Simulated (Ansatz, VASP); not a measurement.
**Mo in VASP and in Ansatz**

```xyz
1
Lattice="-1.5710 1.5710 1.5710 1.5710 -1.5710 1.5710 1.5710 1.5710 -1.5710" Properties=species:S:1:pos:R:3 pbc="T T T"
Mo    0.0000    0.0000    0.0000
```

Alike in both runs: task single point; functional PBE; k mesh 22 × 22 × 22; occupations gaussian, width 0.15 eV; no spin polarisation.

|  | VASP | Ansatz |
| --- | --- | --- |
| version | VASP 6.6.1 | Ansatz 0.2.0 |
| potentials or method | VASP PAW PBE potentials, release 64 (Mo_sv) | scalar-relativistic, plane waves, PAW |
| plane-wave cutoff (eV) | 520 | 420 |
| valence electrons in the cell | 14 | 14 |

VASP gave:

| Item | Value |
| --- | --- |
| gap on the k mesh at the Fermi level (eV) | none |
| pressure (GPa) | 5.4 |

Problem. Which values does Ansatz return?

Solution. gap on the k mesh at the Fermi level (eV): none; pressure (GPa): 4.8.

A gap of «none» marks a metal or a gap that the smearing closes.
